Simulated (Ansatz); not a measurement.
Results of LDA in Ansatz (PAW) for zinc-blende InN (metastable phase).

Run with plane-wave cutoff 520 eV, 24×24×24 k mesh, Fermi–Dirac smearing 0.05 eV, scalar-relativistic PAW data made under PBE.

Computed at the level's own relaxed cell.

Elastic tensor (GPa, Voigt notation, ions relaxed):

```
  185.5   126.8   126.8     0.0     0.0     0.0
  126.8   185.5   126.8     0.0     0.0     0.0
  126.8   126.8   185.5     0.0     0.0     0.0
    0.0     0.0     0.0    84.4     0.0     0.0
    0.0     0.0     0.0     0.0    84.4     0.0
    0.0     0.0     0.0     0.0     0.0    84.4
```

Worked from these constants: the tetragonal shear constant is C′ = (C11 − C12)/2 = 29.4 GPa against C44 = 84.4 GPa, so the tetragonal shear is the softer. The Zener ratio C44/C′ is 2.87 (1 for an isotropic solid), and the Cauchy pressure C12 − C44 is 42.4 GPa. With C11 + 2C12 = 439.1 GPa all three Born conditions hold; they don't test modes at the zone boundary.

Note: the solid has no gap at this level, which affects its response.

Computed values are for the static lattice.

Ansatz is a quantum-chemistry and plane-wave program.
